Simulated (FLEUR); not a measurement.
# Fe (c factor at fixed volume 0.97 on the database's cell): anisotropy by force theorems, part 2 of 2

Aim: the anisotropy of Fe (c factor at fixed volume 0.97 on the database's cell) from single passes in the potential of one collinear state.

FLEUR MaX-R8.1; PBE; all-electron FLAPW, Dirac cores, scalar-relativistic bands.

So far. Step 2 (Reference state): After 24 cycles the largest moment stands at 2.35 μB.

The database entry behind the starting cell differs from later determinations by our own check (an axis about 0.7 % long against later determinations), so it need not match the best structure at ambient conditions.

## 5. Spin–orbit coupling, moments along [001]

Level of this step: PBE; all-electron FLAPW, Dirac cores, scalar-relativistic bands with spin-orbit coupling (FLEUR).

Spin–orbit coupling ties the spins to the lattice and lets orbital moments form.

A new self-consistent run of the start ferro +, with the moments along z. The k list default-1 (kpts.xml, not shown) is a Γ-centred 27×27×27 mesh.

The input, inp.xml:

```
<?xml version="1.0" encoding="UTF-8" standalone="no"?>
<fleurInput fleurInputVersion="0.39">
   <comment>
      Fe
   </comment>
   <calculationSetup>
      <cutoffs Kmax="3.6" Gmax="10.8" GmaxXC="10.8" numbands="36"/>
      <scfLoop itmax="110" minDistance="0.00002" maxIterBroyd="15" imix="Anderson" alpha="0.05" precondParam="0.0" spinf="2.0" sdNocoIR="T"/>
      <coreElectrons ctail="T" frcor="F" kcrel="0" coretail_lmax="0"/>
      <xcFunctional name="pbe" relativisticCorrections="F"/>
      <magnetism jspins="2"/>
      <soc l_soc="T" theta="0.0" phi="0.0" spav="F"/>
      <expertModes spex="0" secvar="F"/>
      <geometryOptimization l_f="F" forcealpha="1.0" forcemix="BFGS" epsdisp="0.00001" epsforce="0.00001"/>
      <ldaU l_linMix="F" mixParam="0.05" spinf="1.0"/>
   </calculationSetup>
   <cell>
      <bzIntegration valenceElectrons="16.0" mode="hist" fermiSmearingEnergy="0.00183747">
         <kPointListSelection listName="default-1"/>
         <xi:include xmlns:xi="http://www.w3.org/2001/XInclude" href="kpts.xml"> </xi:include>
      </bzIntegration>
      <xi:include xmlns:xi="http://www.w3.org/2001/XInclude" href="sym.xml"> </xi:include>
      <bulkLattice scale="1.0">
         <bravaisMatrix>
            <row-1>   -2.7687218757585268     2.7687218757585268     2.6450685538638661</row-1>
            <row-2>    2.7687218757585268    -2.7687218757585268     2.6450685538638661</row-2>
            <row-3>    2.7687218757585268     2.7687218757585268    -2.6450685538638661</row-3>
         </bravaisMatrix>
      </bulkLattice>
   </cell>
   <atomSpecies>
      <species name="Iron (Fe) 2.800" element="Fe" atomicNumber="26">
         <mtSphere radius="2.3" gridPoints="761" logIncrement="0.016"/>
         <atomicCutoffs lmax="8" lnonsphr="6"/>
         <electronConfig flipSpins="F">
            <coreConfig>(1s1/2) (2s1/2) (2p1/2) (2p3/2)</coreConfig>
            <valenceConfig>(3s1/2) (3p1/2) (3p3/2) (4s1/2) (3d3/2) (3d5/2)</valenceConfig>
            <stateOccupation state="(3d3/2)" spinUp="1.4" spinDown="1.0"/>
            <stateOccupation state="(3d5/2)" spinUp="3.0" spinDown="0.6"/>
         </electronConfig>
         <energyParameters s="4" p="4" d="3" f="4"/>
         <lo type="SCLO" l="0" n="3" eDeriv="0"/>
         <lo type="SCLO" l="1" n="3" eDeriv="0"/>
      </species>
   </atomSpecies>
   <atomGroups>
      <atomGroup species="Iron (Fe) 2.800">
         <relPos label="                   1">.0000000000 .0000000000 .0000000000</relPos>
         <force calculate="T" relaxXYZ="TTT"/>
      </atomGroup>
   </atomGroups>
   <output dos="F" band="F" slice="F">
      <bandDOS minEnergy="-.5*Htr" maxEnergy="0.5*Htr" sigma="0.015" storeEVData="T"/>
      <plotting iplot="0" polar="F">
         <plot TwoD="T" vec1="  1.0  0.0  0.0" vec2="  0.0  1.0  0.0" vec3="  0.0  0.0  1.0" zero="  0.0  0.0  0.0" file="plot"/>
      </plotting>
      <moessbauerParams electricFieldGradient="F" isomerShift="F" coreHyperfine="F" valenceHyperfine="F"/>
   </output>
</fleurInput>
```

The input, crystal.txt:

```
Fe
&input film=F cartesian=F /
-1.46514452000  1.46514452000  1.39971000000
1.46514452000  -1.46514452000  1.39971000000
1.46514452000  1.46514452000  -1.39971000000
1.8897261246
1.0 1.0 1.0

1
26 0.00000000000  0.00000000000  0.00000000000 : 2.800

&soc 0.0000000 0.0000000 /
&kpt div1=27 div2=27 div3=27 gamma=T /
```

Run with:

```console
> OMP_NUM_THREADS=1 inpgen -f crystal.txt > inpgen.log  # inp.xml is then edited as shown
> OMP_NUM_THREADS=1 mpirun -n 4 fleur_MPI > fleur.log
```

The program printed:

```text
[banner, memory and clock lines left out]
Welcome to FLEUR        (www.flapw.de)
      MaX-Release 8.1          (www.max-centre.eu)

 ========== k-point set info ==========
 Selected k-point list: default-1
 k-point list type: mesh
 0 x 0 x 0
 Number of k points: 2564

 [... set-up left out ...]
 Iteration:     1   Distance:      11.19231748 me/bohr^3
 Iteration:     2   Distance:       9.22790862 me/bohr^3
 Iteration:     3   Distance:       6.13844283 me/bohr^3
 Iteration:     4   Distance:       2.70460157 me/bohr^3
 Iteration:     5   Distance:       1.76604165 me/bohr^3
 Iteration:     6   Distance:       1.29497796 me/bohr^3
 Iteration:     7   Distance:       1.30495785 me/bohr^3
 Iteration:     8   Distance:       0.76877458 me/bohr^3
 Iteration:     9   Distance:       0.62170558 me/bohr^3
 Iteration:    10   Distance:       0.13871369 me/bohr^3
 Iteration:    11   Distance:       0.04510592 me/bohr^3
 Iteration:    12   Distance:       0.01074568 me/bohr^3
 Iteration:    13   Distance:       0.07681746 me/bohr^3
 Iteration:    14   Distance:       0.00934274 me/bohr^3
[... lines left out ...]
 Iteration:    19   Distance:       0.00038105 me/bohr^3
 Iteration:    20   Distance:       0.00043441 me/bohr^3
 Iteration:    21   Distance:       0.00010355 me/bohr^3
 Iteration:    22   Distance:       0.00002181 me/bohr^3
 Iteration:    23   Distance:       0.00007558 me/bohr^3
 Iteration:    24   Distance:       0.00002005 me/bohr^3
 Iteration:    25   Distance:       0.00000127 me/bohr^3

 ********************************************************************
 Run finished successfully
 Stop message:
   all done
 ********************************************************************

--- out.xml (last complete iteration) ---
<iteration numberForCurrentRun="   25" overallNumber="   25">
         [... left out ...]
         <bandgap value="0.0000000000" units="eV"/>
         <sumValenceSingleParticleEnergies value="-13.2630730386" units="Htr"/>
         <FermiEnergy value="0.3334837535" units="Htr"/>
         [... left out ...]
         <magneticMomentsInMTSpheres units="muBohr">
            <globalMagMoment atomType="1" vec="0.00000   0.00000   2.34827"/>
         </magneticMomentsInMTSpheres>
         <orbitalMomentsInMTSpheres units="muBohr">
            <globalMagMoment atomType="1" vec="0.00000   0.00000   0.04881"/>
         </orbitalMomentsInMTSpheres>
         [... left out ...]
         <totalEnergy value="    -1272.8028454266" units="Htr">
            <sumOfEigenvalues value="     -735.7639199970">
               <coreElectrons value="-722.5008469584"/>
               <valenceElectrons value="-13.2630730386"/>
            </sumOfEigenvalues>
         [... left out ...]
            <freeEnergy value="-1272.8031814902"/>
            <extrapolationTo0K value="-1272.8030134584"/>
         </totalEnergy>
         <densityConvergence units="me/bohr^3">
            <chargeDensity spin="1" distance="0.0000009442"/>
            <chargeDensity spin="2" distance="0.0000004618"/>
            <overallChargeDensity distance="0.0000007794"/>
            <spinDensity distance="0.0000012658"/>
         </densityConvergence>
      </iteration>
```

The job ended after 3.7 min (4 MPI ranks of Arm Neoverse V2, shared host; peak memory 0.68 GiB).

Numbers from this step:

| Property | Result |
| --- | --- |
| free energy | -34634.7390 eV |
| program's band gap on this mesh (in a metal only a level spacing) | 0 eV |
| magnetization | 2.285 μB |
| final state | ferromagnetic |
| largest moment | 2.348 μB |
| orbital moment along the spin | 0.04881 μB |

Orbital moment in the sphere, along the spin axis by atom:

```
atom  orbital moment in the sphere, along the spin axis (μB)
 Fe1                                                  0.0488
```

## 6. What came out

| Property | Result |
| --- | --- |
| reference state | ferromagnetic |
| largest sphere moment | 2.35 μB |
| easy direction of those tried | not resolved |
| energy along [100] less [001], force theorem | 0.0244 meV a primitive cell |
| orbital moment on the atom of largest spin, along its spin (spin–orbit run) | 0.0488 μB |

**Reading.** The lowest directions differ by less than these runs resolve; shape anisotropy is not included. The difference for the second direction goes from 0.0080 meV (mesh 19×19×19, 36 states, 2.7 min of CPU time) to 0.024 meV (mesh 27×27×27, 36 states, 7.7 min), so it is not converged. On the atom of largest spin the orbital moment is almost quenched. The state was typed, and no other order was converged beside it, so it need not be the ground state.

[Logs and program files are shortened in this print: banners, set-up blocks, solver, clock and traceback lines can be left out without a mark of their own.]

[Logs are printed without paths, hosts, clocks, repeated set-up lines and the standing remarks that a program may print on its own settings, such as how far it seeks lower states.]

[Hosts, paths, dates, database ids (printed as entryN), source tags and the programs' standing remarks are cut or masked in the printed files.]

[Where a cell is said to come from a database of computed structures, the database is the Materials Project.]
